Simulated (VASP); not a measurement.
# Pd: convergence, self-consistent run

Pd, P-3m1 (no. 164), 2 atoms in the cell. LDA; PAW potentials Pd (LDA set). VASP 6.6.1. The cell is changed on purpose: last atom moved by 0.04 Å along z, cell strained by -1.0% along z.

Wanted: energy within 0.5 meV/atom; forces within 0.003 eV/Å.

What the run is for: forces; Accuracy asked: tight.

POSCAR:
```
Pd
1.0
    2.7836650458      0.0000000000      0.0000000000
   -1.3918325229      2.4107246453      0.0000000000
    0.0000000000      0.0000000000      4.5826040700
Pd
2
Direct
    0.3333333300      0.6666666700      0.2500000000
    0.6666666700      0.3333333300      0.7586413700
```

The series start from Plane-wave cutoff (eV): 320; Smearing width (eV): 0.1; k-point mesh: 15 × 15 × 8; Precision mode (PREC): Accurate; Electronic threshold (eV): 1e-6; Bands in all (NBANDS): 20; Electronic algorithm: ALGO=Normal; Delay and inner steps: defaults; Support grid and gradient cutoff: ADDGRID=False GGA_COMPAT=False. Each series keeps the choices made before it, and each single choice may use up half of a tolerance.

## Plane-wave cutoff (eV)

| Plane-wave cutoff (eV) | Energy less reference (meV/atom) | Forces, largest deviation (eV/Å) | SCF iterations | Time (s) |
|---|---|---|---|---|
| 200 | 136.74 | 0.0481 | 11 | 13 |
| 250 | -0.98 | 0.0029 | 11 | 14 |
| 290 | -8.29 | 0.0017 | 11 | 18 |
| 320 | -5.40 | 0.0008 | 11 | 15 |
| 380 | -0.16 | 0.0007 | 11 | 30 |
| 440 | -0.05 | 0.0004 | 11 | 28 |
| 520 | -0.15 | 0.0003 | 11 | 34 |
| 650 (reference) | 0.00 | 0.0000 | 11 | 42 |

Chosen: 380, the loosest value from which every tighter one stays within half of the tolerance.

## Smearing width (eV)

| Smearing width (eV) | Energy less reference (meV/atom) | Forces, largest deviation (eV/Å) | SCF iterations | Time (s) |
|---|---|---|---|---|
| 0.4 | -4.42 | 0.0019 | 11 | 26 |
| 0.3 | -2.04 | 0.0008 | 11 | 26 |
| 0.2 | -0.57 | 0.0010 | 11 | 25 |
| 0.15 | -0.25 | 0.0003 | 11 | 26 |
| 0.1 | -0.03 | 0.0005 | 11 | 30 |
| 0.05 (reference) | 0.00 | 0.0000 | 11 | 26 |

Chosen: 0.15.

## k-point mesh

| k-point mesh | Energy less reference (meV/atom) | Forces, largest deviation (eV/Å) | SCF iterations | Time (s) |
|---|---|---|---|---|
| 5 × 5 × 3 | 77.34 | 0.0126 | 11 | 2.3 |
| 6 × 6 × 4 | -10.93 | 0.0215 | 12 | 3.7 |
| 8 × 8 × 4 | 12.12 | 0.0062 | 11 | 4.7 |
| 10 × 10 × 5 | -6.46 | 0.0139 | 11 | 7.1 |
| 12 × 12 × 7 | -1.59 | 0.0044 | 11 | 15 |
| 15 × 15 × 8 | -0.89 | 0.0031 | 11 | 26 |
| 18 × 18 × 10 | 0.09 | 0.0042 | 11 | 36 |
| 21 × 21 × 11 (reference) | 0.00 | 0.0000 | 11 | 51 |

Chosen: 21 × 21 × 11; the next looser run is off by more than half of the tolerance, so convergence isn't shown beyond this value.

## Precision mode (PREC)

| Precision mode (PREC) | Energy less reference (meV/atom) | Forces, largest deviation (eV/Å) | SCF iterations | Time (s) |
|---|---|---|---|---|
| Low | -1.00 | 0.0006 | 11 | 31 |
| SingleN | -1.00 | 0.0006 | 11 | 29 |
| Normal | -0.01 | 0.0002 | 11 | 33 |
| Accurate (reference) | 0.00 | 0.0000 | 11 | 51 |

Chosen: Normal.

## Electronic threshold (eV)

| Electronic threshold (eV) | Energy less reference (meV/atom) | Forces, largest deviation (eV/Å) | SCF iterations | Time (s) |
|---|---|---|---|---|
| 0.001 | 0.00 | 0.0008 | 9 | 35 |
| 0.0001 | 0.00 | 0.0007 | 9 | 35 |
| 1e-5 | 0.00 | 0.0004 | 10 | 36 |
| 1e-6 | 0.00 | 0.0001 | 11 | 33 |
| 1e-7 | 0.00 | 0.0000 | 12 | 38 |
| 1e-8 (reference) | 0.00 | 0.0000 | 12 | 34 |

Chosen: 0.001.

## Bands in all (NBANDS)

| Bands in all (NBANDS) | Energy less reference (meV/atom) | Forces, largest deviation (eV/Å) | SCF iterations | Time (s) |
|---|---|---|---|---|
| 11 | 5.33 | 0.0121 | 9 | 19 |
| 12 | 0.00 | 0.0002 | 9 | 22 |
| 14 | 0.00 | 0.0001 | 9 | 24 |
| 16 | 0.00 | 0.0001 | 9 | 31 |
| 20 | 0.00 | 0.0003 | 9 | 35 |
| 30 (reference) | 0.00 | 0.0000 | 9 | 56 |

Chosen: 12.

## Electronic algorithm

| Electronic algorithm | Energy less reference (meV/atom) | Forces, largest deviation (eV/Å) | SCF iterations | Time (s) |
|---|---|---|---|---|
| ALGO=Normal | 0.00 | 0.0000 | 9 | 22 |
| ALGO=Fast | 0.01 | 0.0109 | 9 | 20 |
| ALGO=VeryFast | 0.00 | 0.0047 | 16 | 26 |
| ALGO=All ISEARCH=1 | 0.02 | 0.0040 | 10 | 22 |
| ALGO=All ISEARCH=0 | 0.02 | 0.0040 | 10 | 21 |
| ALGO=Damped TIME=0.4 | 0.10 | 0.0287 | 15 | 34 |
| ALGO=Damped TIME=0.1 | 2.62 | 0.0016 | 16 | 28 |
| ALGO=Old Fast | 0.00 | 0.0033 | 9 | 15 |

Chosen: ALGO=Normal; no other choice that stays within half of the tolerance saves 30 % of the time.

## Delay and inner steps

| Delay and inner steps | Energy less reference (meV/atom) | Forces, largest deviation (eV/Å) | SCF iterations | Time (s) |
|---|---|---|---|---|
| defaults | 0.00 | 0.0000 | 9 | 22 |
| NELMDL=-2 | 0.00 | 0.0014 | 6 | 12 |
| NELMDL=-8 | 0.00 | 0.0000 | 12 | 18 |
| NELMDL=-12 | 0.00 | 0.0000 | 16 | 21 |
| NRMM=2 | 0.00 | 0.0001 | 9 | 15 |
| NRMM=6 | 0.00 | 0.0000 | 9 | 17 |
| WEIMIN=0.001 | 0.00 | 0.0000 | 9 | 20 |

Chosen: NELMDL=-2, the fastest of those that stay within half of the tolerance.

## Support grid and gradient cutoff

| Support grid and gradient cutoff | Energy less reference (meV/atom) | Forces, largest deviation (eV/Å) | SCF iterations | Time (s) |
|---|---|---|---|---|
| ADDGRID=False GGA_COMPAT=False | 0.00 | 0.0000 | 6 | 12 |
| ADDGRID=True GGA_COMPAT=False | 0.00 | 0.0001 | 6 | 16 |
| ADDGRID=False GGA_COMPAT=True | 0.00 | 0.0000 | 6 | 14 |

Chosen: ADDGRID=False GGA_COMPAT=False.

## All choices together

| Input | Energy less reference (meV/atom) | Forces, largest deviation (eV/Å) | Time (s) |
|---|---|---|---|
| the program's defaults (naive) | -32.14 | 0.0225 | 1.2 |
| chosen settings | -0.20 | 0.0028 | 16 |
| reference settings throughout | 0.00 | 0.0000 | 182 |

The chosen settings stay within the tolerance of the reference run, but the reference itself isn't shown to be converged in: k-point mesh.

Values of the reference run: Forces: 0, 0, 0.2971, 0, 0, -0.2971 eV/Å.

2 cheaper combinations failed this check first and made the worst setting one step tighter.

## The input

INCAR:
```
SYSTEM = Pd
GGA      = CA             ! functional
ISMEAR   = 2              ! smearing method
SIGMA    = 0.1            ! smearing width, eV
LWAVE    = .False.        ! write WAVECAR
LCHARG   = .False.        ! write CHGCAR
ISIF     = 2              ! what is computed and relaxed
PREC     = Normal         ! precision mode
LASPH    = .True.         ! aspherical terms in the spheres
LREAL    = .False.        ! projectors in reciprocal space
ALGO     = Normal         ! electronic algorithm
EDIFF    = 0.001          ! SCF threshold, eV
NELM     = 120            ! most SCF steps
GGA_COMPAT= .False.      
ENCUT    = 380            ! plane-wave cutoff, eV
NBANDS   = 12             ! bands
ADDGRID  = .False.       
```

KPOINTS:
```
Automatic mesh
0
Gamma
  21 21 11
  0 0 0
```

Commands:
```
cat potpaw_LDA.64/Pd/POTCAR > POTCAR
mpirun -np 1 vasp_std > vasp.out
```

The chosen input took VASP 6.6.1 16 s on 1 core (Intel Xeon 6975P-C (Granite Rapids)), a shared host.

## An input that fails: tetrahedra on too few k points

VASP's message: IBZKPT: tetrahedron method fails for NKPT<4. NKPT = 1.

k mesh: 15 × 15 × 8 becomes 1 × 1 × 1.

Changes against the starting input:
```
- ISMEAR = 2
- NELM = 120
+ ISMEAR = -5
+ NELM = 64
```
